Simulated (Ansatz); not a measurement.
Level of theory: DFT PBE, scalar-relativistic, plane waves, PAW in Ansatz. All cells share a 420 eV cutoff and Γ-centred k meshes spaced about 0.3 Å⁻¹ or finer (0.25 for metals, 2π included). Collinear spin in cells that started with moments and kept them past the coarse steps, no spin elsewhere.

These are static total energies at zero pressure. All come from trial cells, and lower structures may exist.

Question: Which of these relaxed structures of GdN is the lowest in energy?
A.

```
CELL_PARAMETERS angstrom
3.43792 0.00000 0.00000
-1.71896 2.97733 0.00000
0.00000 0.00000 5.96339
ATOMIC_POSITIONS crystal
Gd 0.66667 0.33333 0.75000
Gd 0.33333 0.66667 0.25000
N 0.00000 0.00000 0.00000
N 0.00000 0.00000 0.50000
```

B.

```
CELL_PARAMETERS angstrom
4.06351 0.00000 0.00000
-2.03175 3.51910 0.00000
0.00000 0.00000 5.06474
ATOMIC_POSITIONS crystal
Gd 0.33333 0.66667 0.42978
Gd 0.66667 0.33333 0.92978
N 0.33333 0.66667 0.95522
N 0.66667 0.33333 0.45522
```

C.

```
CELL_PARAMETERS angstrom
0.00000 2.49199 2.49199
2.49199 0.00000 2.49199
2.49199 2.49199 0.00000
ATOMIC_POSITIONS crystal
Gd 0.00000 0.00000 0.00000
N 0.50000 0.50000 0.50000
```

Answer: C. It has the rock salt type, space group Fm-3m (No. 225); the next, B, with space group P6_3mc (No. 186), lies 75 meV/atom higher. Largest moments: C 6.9 μB, B 6.8 μB, A 6.9 μB. Counting N atoms around Gd (those within 1.25 times the shortest such distance or 1.15 times the sum of covalent radii; a plus sign parts nearer from farther groups), the lowest has Gd 6 and the next has Gd 4+1.

The 4f shell of Gd is treated without a Hubbard U, which places its levels poorly. Another magnetic order may lie lower. Cells relaxed within their symmetry can be saddle points. The Fm-3m cell has the structure into which a cell as deposited in COD relaxes. Some types were kept out of the candidates beforehand, so the set may lack a known form.
